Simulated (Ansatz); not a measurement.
BP:

```
P B
1.0
     0.00000    2.26900    2.26900
     2.26900    0.00000    2.26900
     2.26900    2.26900    0.00000
P B
1 1
Direct
  0.75000 0.75000 0.75000
  0.00000 0.00000 0.00000
```

Base run:

```yaml
Program: Ansatz 0.2.0
Functional: revPBE
Potentials_or_basis: all-electron LAPW, scalar-relativistic
Cutoff: 280 eV (chosen from the basis error)
Basis_error_allowed: 0.001 eV/atom
k_mesh: 10 × 10 × 10
Occupations: fermi-dirac, width 0.05 eV
Spin: no spin polarisation
```

Its results: band gap on the k mesh 1.26 eV, indirect (least direct gap 3.41 eV); pressure 3.2 GPa.

Task: After a change of settings the same cell gave: band gap on the k mesh 1.19 eV, indirect (least direct gap 3.38 eV); pressure -5.2 GPa. Which change was it?
A. functional from revPBE to BLYP
B. functional from revPBE to LDA
C. functional from revPBE to PBEsol
D. functional from revPBE to RPBE

Result: B.

LDA binds more tightly than revPBE, so the same cell stands under less pressure.

Runs at the PBE level aren't shown here.
